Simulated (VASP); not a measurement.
# Ag (Fm-3m) in VASP: notebook, part 2 of 2

VASP 6.6.1.

## (5) Single point, PBE

Input file INCAR:

```
SYSTEM = Ag
  PREC = Accurate
  ENCUT = 520
  EDIFF = 1E-7
  ISMEAR = 0
  SIGMA = 0.1
  LREAL = .False.
  LASPH = .True.
  NELM = 100
  ALGO = Fast
  ISIF = 2
  LWAVE = .False.
  LCHARG = .False.
  GGA = PE
  NBANDS = 12
```

Input file KPOINTS:

```
regular mesh
0
Gamma
  10 10 10
  0 0 0
```

Input file POSCAR:

```
Ag
1.0
    0.0000000000      2.0427500000      2.0427500000
    2.0427500000      0.0000000000      2.0427500000
    2.0427500000      2.0427500000      0.0000000000
Ag
1
Direct
    0.0000000000      0.0000000000      0.0000000000
```

Potentials or basis: VASP PAW PBE potentials, release 64 (Ag).

Started as:

```sh
$ cat potpaw_PBE.64/Ag/POTCAR > POTCAR
$ mpirun -np 1 vasp_std > vasp.out
```

OUTCAR:

```text
SYSTEM = Ag
   PREC = Accurate
   ENCUT = 520
   EDIFF = 1E-7
   ISMEAR = 0
   LREAL = .False.
   LASPH = .True.
   NELM = 100
   ISIF = 2
   GGA = PE

 ion  position               nearest neighbor table
   1  0.000  0.000  0.000-

  LATTYP: Found a face centered cubic cell.
 ALAT       =     4.0855000000

  Lattice vectors:

 A1 = (   0.0000000000,   2.0427500000,   2.0427500000)
 A2 = (   2.0427500000,   0.0000000000,   2.0427500000)
 A3 = (   2.0427500000,   2.0427500000,   0.0000000000)

Analysis of symmetry for initial positions (statically):
=====================================================================
 Subroutine PRICEL returns:
 Original cell was already a primitive cell.

 Routine SETGRP: Setting up the symmetry group for a
 face centered cubic supercell.

 Subroutine GETGRP returns: Found 48 space group operations
 (whereof 48 operations were pure point group operations)
 out of a pool of 48 trial point group operations.

The static configuration has the point symmetry O_h .

Analysis of symmetry for dynamics (positions and initial velocities):
=====================================================================
 Subroutine PRICEL returns:
 Original cell was already a primitive cell.

 Routine SETGRP: Setting up the symmetry group for a
 face centered cubic supercell.

 Subroutine GETGRP returns: Found 48 space group operations
 (whereof 48 operations were pure point group operations)
 out of a pool of 48 trial point group operations.

The dynamic configuration has the point symmetry O_h .

 Subroutine INISYM returns: Found 48 space group operations
 (whereof 48 operations are pure point group operations),
 and found     1 'primitive' translations

----------------------------------------------------------------------------------------

                                     Primitive cell

  volume of cell :      17.0481

  direct lattice vectors                    reciprocal lattice vectors
     0.000000000  2.042750000  2.042750000    -0.244768082  0.244768082  0.244768082
     2.042750000  0.000000000  2.042750000     0.244768082 -0.244768082  0.244768082
     2.042750000  2.042750000  0.000000000     0.244768082  0.244768082 -0.244768082

  length of vectors
     2.888884755  2.888884755  2.888884755     0.423950755  0.423950755  0.423950755

  position of ions in fractional coordinates (direct lattice)
     0.000000000  0.000000000  0.000000000

  ion indices of the primitive-cell ions
   primitive index   ion index
                 1           1

----------------------------------------------------------------------------------------

 KPOINTS: regular mesh

Automatic generation of k-mesh.
 Grid dimensions read from file:
 generate k-points for:   10   10   10

 Generating k-lattice:

  Cartesian coordinates                     Fractional coordinates (reciprocal lattice)
    -0.024476808  0.024476808  0.024476808     0.100000000  0.000000000  0.000000000
     0.024476808 -0.024476808  0.024476808     0.000000000  0.100000000  0.000000000
     0.024476808  0.024476808 -0.024476808     0.000000000  0.000000000  0.100000000

  Length of vectors
     0.042395075  0.042395075  0.042395075

  Shift w.r.t. Gamma in fractional coordinates (k-lattice)
     0.000000000  0.000000000  0.000000000

 Subroutine IBZKPT returns following result:
 ===========================================

 Found     47 irreducible k-points:

 Following reciprocal coordinates:
            Coordinates               Weight
  0.000000  0.000000  0.000000      1.000000
  0.100000  0.000000  0.000000      8.000000
  0.200000  0.000000  0.000000      8.000000
  0.300000  0.000000  0.000000      8.000000
  0.400000  0.000000  0.000000      8.000000
  0.500000  0.000000  0.000000      4.000000
[... 16 lines left out ...]
  0.300000  0.300000  0.000000      6.000000
  0.400000  0.300000  0.000000     24.000000
 [... further k-points ...]
   k-points           NKPTS =     47   k-points in BZ     NKDIM =     47   number of bands    NBANDS=     12
   number of dos      NEDOS =    301   number of ions     NIONS =      1
   total plane-waves  NPLWV =  13824
   dimension x,y,z NGX =    24 NGY =   24 NGZ =   24
   dimension x,y,z NGXF=    48 NGYF=   48 NGZF=   48
   ions per type =               1
   NGX,Y,Z   is equivalent  to a cutoff of  13.81, 13.81, 13.81 a.u.
   NGXF,Y,Z  is equivalent  to a cutoff of  27.62, 27.62, 27.62 a.u.
 SYSTEM =  Ag
   PREC   = accura    normal or accurate (medium, high low for compatibility)
   ISTART =      0    job   : 0-new  1-cont  2-samecut
   ICHARG =      2    charge: 1-file 2-atom 10-const
   ISPIN  =      1    spin polarized calculation?
   LNONCOLLINEAR =      F non collinear calculations
   LSORBIT =      F    spin-orbit coupling
   LASPH  =      T    aspherical Exc in radial PAW
   ENCUT  =  520.0 eV  38.22 Ry    6.18 a.u.   5.37  5.37  5.37*2*pi/ulx,y,z
   NELM   =    100;   NELMIN=  2; NELMDL= -5     # of ELM steps
   EDIFF  = 0.1E-06   stopping-criterion for ELM
   LREAL  =      F    real-space projection
   EDIFFG = 0.1E-05   stopping-criterion for IOM
   NSW    =      0    number of steps for IOM
   IBRION =     -1    ionic relax: 0-MD 1-quasi-New 2-CG
   NFREE  =      0    steps in history (QN), initial steepest desc. (CG)
   ISIF   =      2    stress and relaxation
   ISYM   =      2    0-nonsym 1-usesym 2-fastsym
   POTIM  = 0.5000    time-step for ionic-motion
   TEBEG  =    0.0;   TEEND  =   0.0 temperature during run
   PSTRESS=    0.0 pullay stress
   NELECT =      11.0000    total number of electrons
   NUPDOWN=      -1.0000    fix difference up-down
   EMIN   =  10.00;   EMAX   =-10.00  energy-range for DOS
   EFERMI =   0.00;   METHOD = LEGACY
   ISMEAR =     0;   SIGMA  =   0.10  broadening in eV -4-tet -1-fermi 0-gaus
   EFERMI_NEDOS =   21; number of points for ismear=-14 and -15
   IALGO  =     68    algorithm
   IMIX   =      4    mixing-type and parameters
     AMIX     =   0.40;   BMIX     =  1.00
     AMIX_MAG =   1.60;   BMIX_MAG =  1.00
  volume/ion in A,a.u.               =      17.05       115.05
  Fermi-wavevector in a.u.,A,eV,Ry     =   1.414644  2.673290 27.228221  2.001218
  Thomas-Fermi vector in A             =   2.536165
   LORBIT       =      0    0 simple, 1 ext, 2 COOP (PROOUT), +10 PAW based schemes
   GGA     = PE    functional components
   LHFCALC =     F    Hartree Fock is set to
   AEXX    =    0.0000 exact exchange contribution
   IVDW    =     0    specifies the selected vdW correction
   LEPSILON=     F    determine dielectric tensor
   LRPA    =     F    only Hartree local field effects (RPA)
 non-spin polarized calculation
 RMM-DIIS sequential band-by-band and
 Gauss-broadening in eV      SIGMA  =   0.10
  energy-cutoff  :      520.00
  volume of cell :       17.05
 maximum number of plane-waves:       473
 NGX is ok and might be reduce to    24
   NGX = 11   NGY = 11   NGZ = 11

 number of electron      10.9999999 magnetization

 Free energy of the ion-electron system (eV)
  ---------------------------------------------------
  ext. energy  EPLUGINS =         0.00000000
  ---------------------------------------------------
  free energy    TOTEN  =        -2.69365347 eV

  energy without entropy =       -2.69197449  energy(sigma->0) =       -2.69281398

 E-fermi :   8.4112     XC(G=0): -12.2098

 val. band max:        8.1600918172   @ k =   0.5000   0.2000   0.1000
 cond. band min:       8.4904115543   @ k =   0.5000   0.3000   0.1000
 fundamental gap:      0.3303197371
 Fermi energy:         8.4111548393

 k-point     1 :       0.0000    0.0000    0.0000
  band No.  band energies     occupation
      1       0.6636      2.00000
      2       3.6295      2.00000
      3       3.6295      2.00000
      4       3.6295      2.00000
      5       4.6642      2.00000
      6       4.6642      2.00000
      7      24.4575      0.00000
      8      28.0366      0.00000
      9      28.0366      0.00000
     10      28.0366      0.00000
     11      32.8418      0.00000
     12      33.9869      0.00000
[... 331 lines left out ...]
 k-point    24 :       0.4000    0.3000    0.0000
  band No.  band energies     occupation
      1       2.4005      2.00000
      2       2.5367      2.00000
      3       4.7365      2.00000
      4       4.8865      2.00000
      5       5.4142      2.00000
      6       7.2045      2.00000
      7      18.9700      0.00000
      8      20.0859      0.00000
      9      20.9866      0.00000
     10      25.4336      0.00000
     11      27.5222      0.00000
     12      36.9848      0.00000

 [... further k-points ...]

------------------------ aborting loop because EDIFF is reached ----------------------------------------

  FORCE on cell =-STRESS in cart. coord.  units (eV):
  Direction    XX          YY          ZZ          XY          YZ          ZX
  --------------------------------------------------------------------------------------
  -------------------------------------------------------------------------------------
  Total        0.5230765      0.5230765      0.5230765     -0.0000000      0.0000000     -0.0000000
  in kB       49.1586737     49.1586737     49.1586737     -0.0000000      0.0000000     -0.0000000
  external PRESSURE =      49.1586737 kB  Pullay stress =       0.0000000 kB

 VOLUME and BASIS-vectors are now :
 -----------------------------------------------------------------------------
  energy-cutoff  :      520.00
  volume of cell :       17.05
      direct lattice vectors                 reciprocal lattice vectors
     0.000000000  2.042750000  2.042750000    -0.244768082  0.244768082  0.244768082
     2.042750000  0.000000000  2.042750000     0.244768082 -0.244768082  0.244768082
     2.042750000  2.042750000  0.000000000     0.244768082  0.244768082 -0.244768082

 POSITION                                       TOTAL-FORCE (eV/Angst)
 -----------------------------------------------------------------------------------
      0.00000      0.00000      0.00000         0.000000      0.000000      0.000000
 -----------------------------------------------------------------------------------
    total drift:                               -0.000000      0.000000      0.000000

  FREE ENERGIE OF THE ION-ELECTRON SYSTEM (eV)
  ---------------------------------------------------
  free  energy   TOTEN  =        -2.6936534690 eV

  energy  without entropy=       -2.6919744942  energy(sigma->0) =       -2.69281398
```

stdout:

```text
POSCAR found type information on POSCAR Ag
 POSCAR found :  1 types and       1 ions
 scaLAPACK will be used
 LDA part: xc-table for (Slater+PW92), standard interpolation
 POSCAR, INCAR and KPOINTS ok, starting setup
 FFT: planning ... GRIDC
 FFT: planning ... GRID_SOFT
 FFT: planning ... GRID
 WAVECAR not read
 entering main loop
```

It took 4.2 s on 1 thread of Intel Xeon 6975P-C (Granite Rapids), shared host; peak memory 0.14 GiB.

What came out:

| Item | Value |
| --- | --- |
| Free energy | -2.6937 eV |
| Pressure | 4.9 GPa |
| Band gap on the k mesh | none (metal or under the smearing width) |

## (6) The runs side by side

```csv
k mesh,mesh quality,gap on the mesh (eV),pressure (GPa)
4 × 4 × 4,coarse,none,5.6
6 × 6 × 6,coarse,none,5.4
8 × 8 × 8,not flagged,none,5.2
10 × 10 × 10,not flagged,none,4.9
```

Alike in all rows: task single point; level PBE; potentials or basis VASP PAW PBE potentials, release 64 (Ag); no spin polarisation; cell as given; cutoff (eV) 520; smearing gaussian 0.1 eV.

Caveats: some runs use coarse meshes.

Total energies depend on the potentials used, so only differences within one code and one set of settings carry meaning.
